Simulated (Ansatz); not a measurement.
# InSb (rocksalt type): the cost of one run

Method: DFT, PBE, PAW with Ansatz's default frozen-core files, scalar-relativistic, in Ansatz 0.2.0.

## (1) Starting point

Symmetry: Fm-3m, No. 225, cubic system. The conventional cell has a = 5.895 Å, b = 5.895 Å, c = 5.895 Å, α = 90.00°, β = 90.00°, γ = 90.00°. In (site symmetry m-3m) has 6 Sb at 2.95 Å as nearest neighbours. Sb (site symmetry m-3m) is surrounded by 6 In at 2.95 Å.

Coordinates:

```
In Sb
1.0
     0.00000    2.94735    2.94735
     2.94735    0.00000    2.94735
     2.94735    2.94735    0.00000
In Sb
1 1
Direct
  0.00000 0.00000 0.00000
  0.50000 0.50000 0.50000
```

Atoms are numbered in the order of the input: In1, Sb2.

## (2) Cell relaxed at zero pressure, PAW

The input, input.yaml:

```yaml
crystal:
  lattice:
    - [0.0, 2.9473523161, 2.9473523161]
    - [2.9473523161, 0.0, 2.9473523161]
    - [2.9473523161, 2.9473523161, 0.0]
  atoms:
    - { symbol: In, position: [0.0, 0.0, 0.0] }
    - { symbol: Sb, position: [0.5, 0.5, 0.5] }
kpoints:
  mp_grid: { grid: [12, 12, 12] }
scf:
  occupations: { method: fermi_dirac, width: 0.1 }
hamiltonian:
  xc: pbe
  pseudopotentials: { kind: paw }
output:
  forces: true
  stress: true
relax:
  f_tol: 0.005
  max_steps: 40
  cell: {}
```

Launch:

```console
> ansatz run input.yaml --threads 1 --pin off --max-ram 3584MiB --backend cpu --events-out ev --progress --plain --runs-dir out
```

Q: Estimate wall time and peak memory on 1 thread of Intel Xeon Platinum 8488C (Sapphire Rapids), shared host.

About 12 s, with a peak of 0.43 GiB.
